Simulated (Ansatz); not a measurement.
Runs of Ansatz 0.2.0 on AgBr. Symmetry: Fm-3m, No. 225, cubic system. Conventional cell: a = 5.740 Å, b = 5.740 Å, c = 5.740 Å, α = 90.00°, β = 90.00°, γ = 90.00°. Ag (site symmetry m-3m) has 6 Br at 2.87 Å as nearest neighbours. Br (site symmetry m-3m) is surrounded by 6 Ag at 2.87 Å. 

| task | level | cell | cutoff (eV) | smearing | gap on the mesh (eV) | pressure (GPa) | relaxed volume (Å³/atom) |
| --- | --- | --- | --- | --- | --- | --- | --- |
| single point | PBE | as given | 214 | gaussian 0.013 eV | 0.67 | 2.3 | - |
| relaxation of cell and atoms | PBE+D3(BJ) | relaxed | - | fermi-dirac 0.05 eV | 0.67 | 0.0 | 23.52 |
| relaxation of cell and atoms | PBE | relaxed | - | fermi-dirac 0.05 eV | (a) | 0.0 | 24.93 |
| single point | PBE | as given | 214 | gaussian 0.011 eV | 0.67 | 2.3 | - |
| single point | PBE | as given | 214 | gaussian 0.1 eV | 0.67 | 2.3 | - |

Alike in all rows: potentials or basis all-electron LAPW, scalar-relativistic; no spin polarisation; k mesh 8 × 8 × 8; basis error allowed 0.001 eV/atom.

Q: Fill in the values left out.

A: (a) 0.69.

A k mesh can miss the band edges, and the runs leave out spin-orbit coupling on Ag, Br.
